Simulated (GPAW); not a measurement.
Crystal: Pd.

```
CELL_PARAMETERS angstrom
0.00000 1.94650 1.94650
1.94650 0.00000 1.94650
1.94650 1.94650 0.00000
ATOMIC_POSITIONS crystal
Pd 0.00000 0.00000 0.00000
```

- Program: GPAW 26.7.0
- Task: single point
- Functional: PBEsol
- Potentials or basis: PAW data sets generated in the run's folder for this functional
- Cutoff: 600 eV
- Basis: pw
- k mesh: 12 × 12 × 12
- Occupations: fermi-dirac, width 0.05 eV
- Spin: no spin polarisation

On this cell: pressure -2.5 GPa; band gap on the k mesh none (metal or under the smearing width).

The same run follows on a disturbed copy (cell strained at random at fixed volume):

```
Pd
1.0
    -0.01113    1.95522    1.94186
     1.97107    0.00634    1.92440
     1.96444    1.93112    0.01297
Pd
1
Direct
  0.02384 0.98301 0.99703
```

Problem. What changes?

Solution. The energy (extrapolated to zero smearing) moves by +1.7 meV/atom; pressure -2.4 GPa; band gap on the k mesh none (metal or under the smearing width).

Stress tensor (GPa, compression positive):
```
-3.27  0.61  0.20
 0.61 -2.13 -1.35
 0.20 -1.35 -1.81
```
